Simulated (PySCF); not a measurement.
Molecule: `c1cc(O)ccc1`, C6H6O.

Molfile (atoms numbered from 1):
```
C6H6O
     RDKit          3D

 13 13  0  0  0  0  0  0  0  0999 V2000
    2.3708   -0.2876    0.0443 O   0  0  0  0  0  0  0  0  0  0  0  0
    1.0240   -0.1993    0.0313 C   0  0  0  0  0  0  0  0  0  0  0  0
    0.2924   -1.3915   -0.0091 C   0  0  0  0  0  0  0  0  0  0  0  0
   -1.0975   -1.3502   -0.0234 C   0  0  0  0  0  0  0  0  0  0  0  0
   -1.7764   -0.1304    0.0020 C   0  0  0  0  0  0  0  0  0  0  0  0
   -1.0440    1.0540    0.0419 C   0  0  0  0  0  0  0  0  0  0  0  0
    0.3494    1.0256    0.0565 C   0  0  0  0  0  0  0  0  0  0  0  0
    2.7460    0.5987    0.0714 H   0  0  0  0  0  0  0  0  0  0  0  0
    0.8361   -2.3378   -0.0285 H   0  0  0  0  0  0  0  0  0  0  0  0
   -1.6594   -2.2870   -0.0546 H   0  0  0  0  0  0  0  0  0  0  0  0
   -2.8678   -0.1048   -0.0092 H   0  0  0  0  0  0  0  0  0  0  0  0
   -1.5589    2.0176    0.0619 H   0  0  0  0  0  0  0  0  0  0  0  0
    0.9201    1.9592    0.0873 H   0  0  0  0  0  0  0  0  0  0  0  0
  1  2  1  0
  2  3  2  0
  3  4  1  0
  4  5  2  0
  5  6  1  0
  6  7  2  0
  7  2  1  0
  1  8  1  0
  3  9  1  0
  4 10  1  0
  5 11  1  0
  6 12  1  0
  7 13  1  0
M  END
```

Spin–spin couplings on one PBE0-D3(BJ)/def2-SVP geometry, PySCF 2.14, gas phase, non-relativistic, equivalent pairs averaged (without the spin–dipole term); isotopes ¹H; basis pcJ-1.

Reference values (Hz): ³J(H9,H10) = 8.2 (measured; solution (compiled); Pretsch, Buehlmann, Badertscher, Structure Determination of Organic Compounds, 4th ed., Springer 2009); ³J(H10,H11) = 7.4 (measured; solution (compiled); Pretsch, Buehlmann, Badertscher, Structure Determination of Organic Compounds, 4th ed., Springer 2009).

Q: How do the couplings (Hz) change with the functional? Times are CPU seconds on shared hosts with different chips, so compare them loosely.

A: 
```
functional  functions  ³J(H9,H10)  ³J(H10,H11)  mean abs. error  core-s
       LDA        249         7.3          6.5              0.9      24
       PBE        249         8.4          7.5              0.2      33
       KT2        249        10.2          8.9              1.8      34
     B3LYP        249         9.0          8.2              0.8      30
      PBE0        249         8.7          7.9              0.5      37
     B97-2        249         8.0          7.2              0.2      33
 BHandHLYP        249        10.2          9.4              2.0      36
 CAM-B3LYP        249         9.2          8.4              1.0      48
```

Errors compare magnitudes, without vibrational corrections, and the largest couplings weigh most in the mean. Closest: PBE and B97-2, practically level; furthest: BHandHLYP. Left out for a near triplet instability: HF/pcJ-1.
